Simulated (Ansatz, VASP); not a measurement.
## Ge: VASP beside Ansatz

```
CELL_PARAMETERS angstrom
3.97527 0.00000 0.00000
0.00000 3.97527 0.00000
0.00000 0.00000 26.64923
ATOMIC_POSITIONS crystal
Ge 0.00000 0.00000 0.26088
Ge 0.00000 0.50000 0.31500
Ge 0.50000 0.50000 0.36762
Ge 0.50000 0.00000 0.42065
Ge 0.00000 0.00000 0.47336
Ge 0.00000 0.50000 0.52664
Ge 0.50000 0.50000 0.57935
Ge 0.50000 0.00000 0.63238
Ge 0.00000 0.00000 0.68500
Ge 0.00000 0.50000 0.73912
```

Alike in both runs: functional LDA; k mesh 8 × 8 × 1; occupations gaussian, width 0.03 eV; no spin polarisation.

Ansatz relaxed the structure, and its values are those at the end. VASP's run is a single point on that final structure, the one shown.

```csv
,VASP,Ansatz
version,VASP 6.6.1,Ansatz 0.2.0
potentials or method,"VASP PAW LDA potentials, release 64 (Ge_d)","scalar-relativistic, plane waves, PAW"
plane-wave cutoff (eV),520,420
valence electrons in the cell,140,140
```

VASP gave:

| Item | Value |
| --- | --- |
| gap on the k mesh at the Fermi level (eV) | none |
| rms of the force components (eV/Å) | 0.004 |

Question: Which values does Ansatz return?

Answer: gap on the k mesh at the Fermi level (eV): none; rms of the force components (eV/Å): 0.001.

A gap of «none» marks a metal or a gap that the smearing closes. Ansatz warned: «xc_potential_rough_in_thin_density».
